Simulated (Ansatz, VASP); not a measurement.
# CO: VASP beside Ansatz

```
O C
1.0
     8.22684    0.00000    0.00000
     0.00000    8.22684    0.00000
     0.00000    0.00000    8.22684
O C
12 12
Direct
  0.51018 0.00572 0.55929
  0.76773 0.80133 0.26829
  0.33238 0.97506 0.21115
  0.47254 0.41715 0.19366
  0.34355 0.81684 0.84162
  0.58485 0.54779 0.61134
  0.68000 0.22290 0.90396
  0.97596 0.78429 0.93710
  0.03122 0.21389 0.52571
  0.13394 0.60151 0.59011
  0.26121 0.39597 0.86978
  0.85425 0.41836 0.24748
  0.58628 0.11595 0.52610
  0.84087 0.84005 0.37862
  0.19683 0.99787 0.22472
  0.39554 0.38301 0.30318
  0.44096 0.75114 0.91407
  0.71821 0.52152 0.63560
  0.69392 0.12440 0.99986
  0.86676 0.81059 0.85688
  0.99295 0.13832 0.63483
  0.17595 0.64992 0.46793
  0.29097 0.26227 0.85268
  0.97001 0.42097 0.17190
```

Alike in both runs: functional PBE; dispersion D3(BJ); k mesh 1 × 1 × 1; occupations fermi-dirac, width 0.05 eV; no spin polarisation.

Ansatz relaxed the structure, and its values are those at the end. VASP's run is a single point on that final structure, the one shown.

```csv
,VASP,Ansatz
version,VASP 6.6.1,Ansatz 0.2.0
potentials or method,"VASP PAW PBE potentials, release 64 (O, C)","scalar-relativistic, plane waves, PAW"
plane-wave cutoff (eV),520,420
valence electrons in the cell,120,120
```

|  | VASP | Ansatz | Ansatz less VASP |
| --- | --- | --- | --- |
| rms of the force components (eV/Å) | 0.478 | 0.082 | -0.3955 |
| dispersion energy (meV/atom) | -58.7 | -58.7 | -0.01 |

One of these differences is far larger than is usual between the two programs; its cause wasn't traced. With one functional, cell and mesh, what is left measures potentials, basis and numerics.

Caveats: the standard files for N, O and F lose accuracy on very short bonds.
